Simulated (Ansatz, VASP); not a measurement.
## Si in VASP and in Ansatz

Contents of INCAR:

```
SYSTEM = Si
  PREC = Accurate
  ENCUT = 520
  EDIFF = 1E-6
  ISMEAR = 0
  SIGMA = 0.05
  LREAL = .FALSE.
  LASPH = .TRUE.
  NELM = 80
  ALGO = Normal
  ISIF = 2
  LWAVE = .FALSE.
  LCHARG = .FALSE.
  GGA = CA
  NBANDS = 11
```

KPOINTS

```
Automatic mesh
0
G
  12 12 12
  0 0 0
```

POSCAR

```
Si
1.0
    0.0000000000      2.7554092198      2.6570411107
    2.7554092198      0.0000000000      2.6570411107
    2.7554092198      2.7554092198      0.0000000000
Si
2
Direct
    0.5000000000      0.5000000000      0.5000000000
    0.7500000000      0.7500000000      0.7500000000
```

Input for Ansatz:

```yaml
crystal:
  lattice:
    - [0.0, 2.7554092198, 2.6570411107]
    - [2.7554092198, 0.0, 2.6570411107]
    - [2.7554092198, 2.7554092198, 0.0]
  atoms:
    - { symbol: Si, position: [0.5, 0.5, 0.5] }
    - { symbol: Si, position: [0.75, 0.75, 0.75] }
basis:
  ecutwfc: 420
kpoints:
  mp_grid: { grid: [12, 12, 12] }
hamiltonian:
  xc: lda
  pseudopotentials: { kind: paw, azcp: { folder: soft_1 } }
scf:
  occupations: { method: gaussian, width: 0.05 }
output:
  forces: true
  stress: true
  eigenvalues: true
```

Alike in both runs: task single point; functional LDA; k mesh 12 × 12 × 12; occupations gaussian, width 0.05 eV; no spin polarisation.

```csv
,VASP,Ansatz
version,VASP 6.6.1,Ansatz 0.2.0
potentials or method,"VASP PAW LDA potentials, release 64 (Si)","scalar-relativistic, plane waves, PAW"
plane-wave cutoff (eV),520,420
valence electrons in the cell,8,8
```

```tsv
	VASP	Ansatz	Ansatz less VASP
gap on the k mesh at the Fermi level (eV)	0.11	0.11	+0.002
least direct gap on the mesh (eV)	2.28	2.28	+0.001
pressure (GPa)	-2.2	-2.2	-0.05
largest component of the traceless stress (GPa)	2.19	2.19	0.000
```

Ansatz warned: «pseudo_functional_mismatch».
